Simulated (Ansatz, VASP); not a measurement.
AlN in VASP and in Ansatz

```
Al N
1.0
     3.08862    0.00000   -0.46329
    -1.54431    2.67482    0.23165
    -0.74154    0.00000    4.94358
Al N
2 2
Cartesian
  0.0534 1.7762 0.0305
  1.2270 0.8986 2.2707
  -0.3389 1.8415 1.8728
  0.8346 0.8333 4.1129
```

Change from the starting cell: engineering shear strain xz -0.3000, normal strain along z +0.0000.

Alike in both runs: functional LDA; k mesh 9 × 9 × 6; occupations gaussian, width 0.05 eV; no spin polarisation.

Ansatz relaxed the structure, and its values are those at the end. VASP's run is a single point on that final structure, the one shown.

```csv
,VASP,Ansatz
version,VASP 6.6.1,Ansatz 0.2.0
potentials or method,"VASP PAW LDA potentials, release 64 (Al, N)","scalar-relativistic, plane waves, PAW"
plane-wave cutoff (eV),520,520
valence electrons in the cell,16,16
```

```tsv
	VASP	Ansatz	Ansatz less VASP
gap on the k mesh at the Fermi level (eV)	2.75	2.75	-0.003
least direct gap on the mesh (eV)	2.75	2.75	-0.003
pressure (GPa)	2.2	1.6	-0.66
rms of the force components (eV/Å)	0.017	0.002	-0.0149
```

Ansatz warned: «pseudo_functional_mismatch».

Caveats: an odd mesh through Γ misses points on the zone boundary, where band edges often lie.
